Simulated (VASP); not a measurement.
# MoS₂: convergence, self-consistent run

MoS₂, P6_3/mmc (no. 194), 6 atoms in the cell. PBE with TS; PAW potentials Mo_sv, S (PBE set). VASP 6.6.1.

Wanted: energy within 2 meV/atom; pressure within 0.1 GPa.

POSCAR:
```
MoS2
1.0
    3.1690000000      0.0000000000      0.0000000000
   -1.5845000000      2.7444345046      0.0000000000
    0.0000000000      0.0000000000     12.3240000000
Mo S
2 4
Direct
    0.6666666667      0.3333333333      0.7500000000
    0.3333333333      0.6666666667      0.2500000000
    0.6666666667      0.3333333333      0.3770000000
    0.3333333333      0.6666666667      0.8770000000
    0.6666666667      0.3333333333      0.1230000000
    0.3333333333      0.6666666667      0.6230000000
```

## Inputs of the Tkatchenko-Scheffler term

| Inputs of the Tkatchenko-Scheffler term | Energy less reference (meV/atom) | Pressure (GPa) | SCF iterations | Time (s) |
|---|---|---|---|---|
| default | 0.0 | -1.39 | 17 | 39 |
| VDW_RADIUS = 15 | 6.3 | -1.27 | 17 | 35 |
| VDW_RADIUS = 100 | -0.2 | -1.39 | 17 | 33 |
| VDW_SR = 0.9 | -40.4 | -1.63 | 17 | 33 |
| VDW_D = 15.0 | -25.2 | -1.48 | 17 | 36 |

Chosen: default; no other choice that stays within half of the tolerance saves 30 % of the time.

## The input

INCAR:
```
ALGO = Normal ; EDIFF = 1E-7
ENCUT = 520 ; ISIF = 2
ISMEAR = 0 ; IVDW = 2
LASPH = T ; LCHARG = F
LREAL = F ; LWAVE = F
NELM = 100 ; PREC = Accurate
SIGMA = 0.02
```

KPOINTS:
```
k-points
0
Gamma
  7 7 2
```

Commands:
```
cat potpaw_PBE.64/Mo_sv/POTCAR potpaw_PBE.64/S/POTCAR > POTCAR
mpirun -np 1 vasp_std > vasp.out
```

The chosen input took VASP 6.6.1 39 s on 1 core (Intel Xeon 6975P-C (Granite Rapids)), a shared host.
